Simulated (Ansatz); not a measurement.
BeTe (zincblende), relaxed with r2SCAN. Space group F-43m (No. 216), cubic; conventional cell a = 5.657 Å, 22.63 Å³ an atom. Around Be lie 4 Te at 2.45 Å; around Te lie 4 Be at 2.45 Å.

4 runs of the PAW code Ansatz on this cell differ in the functional (and in the settings that go with it). Levels are in eV from each run's valence top; v1 is the last filled band, c1 the first empty one.

Run A, mean stress -0.3 GPa (compression positive):
```tsv
point	v2	v1	c1	c2
Γ	0.00	0.00	4.57	4.57
X	-2.79	-2.79	2.84	3.51
U	-4.08	-2.35	3.59	6.30
```

Run B, mean stress -3.1 GPa (compression positive):
```tsv
point	v2	v1	c1	c2
Γ	0.00	0.00	3.59	3.63
X	-2.59	-2.59	1.92	2.70
U	-3.81	-2.18	2.68	5.23
```

Run C, mean stress -0.8 GPa (compression positive):
```tsv
point	v2	v1	c1	c2
Γ	0.00	0.00	5.16	5.16
X	-2.87	-2.87	3.35	4.06
U	-4.21	-2.42	4.12	6.87
```

Run D, mean stress 0.0 GPa (compression positive):
```tsv
point	v2	v1	c1	c2
Γ	0.00	0.00	4.04	4.04
X	-2.69	-2.69	2.38	3.01
U	-3.93	-2.27	3.10	5.75
```

Problem. Match the runs to LDA, r2SCAN, r2SCANh, PBE0.

Solution. A is r2SCANh, B is LDA, C is PBE0, D is r2SCAN. In order of the gap: LDA 1.92, r2SCAN 2.38, r2SCANh 2.84, PBE0 3.35 eV.

No spin polarisation and no zero-point or thermal motion.

Spin-orbit coupling is left out, which matters wherever the heavy atoms make up the band edges.

The program warns that its thresholds are loose for a hybrid's stress.

The meshes of the hybrids are coarse, so their gaps aren't converged to the digits shown.
